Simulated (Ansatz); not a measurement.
P6_3mc: 4 crystals compared

All 4 crystals share space group P6_3mc (No. 186) and the same kinds of sites, 4 atoms in the primitive cell. They are database entries and needn't be the stable phases. The set is a selection: crystals with unstable modes on a coarse mesh or in a metal were left out. Cells are relaxed by PAW under the functional.

Quantity: harmonic phonons by finite displacements (no LO-TO term; negative means unstable), on a 1×1×1 q mesh. Level: PBEsol, all-electron LAPW in Ansatz 0.2.0, scalar-relativistic.

```
crystal     cell (conventional)  k mesh  smearing (eV)
    SiC  a = 3.076, c = 5.048 Å   8×8×4           none
   MgTe  a = 4.563, c = 7.408 Å   6×6×4           none
    ZnO  a = 3.230, c = 5.214 Å   6×6×4           none
    ZnS  a = 3.782, c = 6.209 Å   6×6×4           none
```

Problem. Rank them by lowest optical at Γ, lowest first.
A. MgTe
B. ZnS
C. SiC
D. ZnO

Solution. A (36.5 cm⁻¹), B (69.1 cm⁻¹), D (88.8 cm⁻¹), C (253 cm⁻¹).

All values:

| crystal | highest mode (cm⁻¹) | lowest optical at Γ (cm⁻¹) |
| --- | --- | --- |
| SiC | 825 | 253 |
| MgTe | 260 | 36.5 |
| ZnO | 531 | 88.8 |
| ZnS | 337 | 69.1 |

Known limits: zone-boundary modes aren't tested; wurtzite ZnS is metastable at ambient conditions (ZnS).
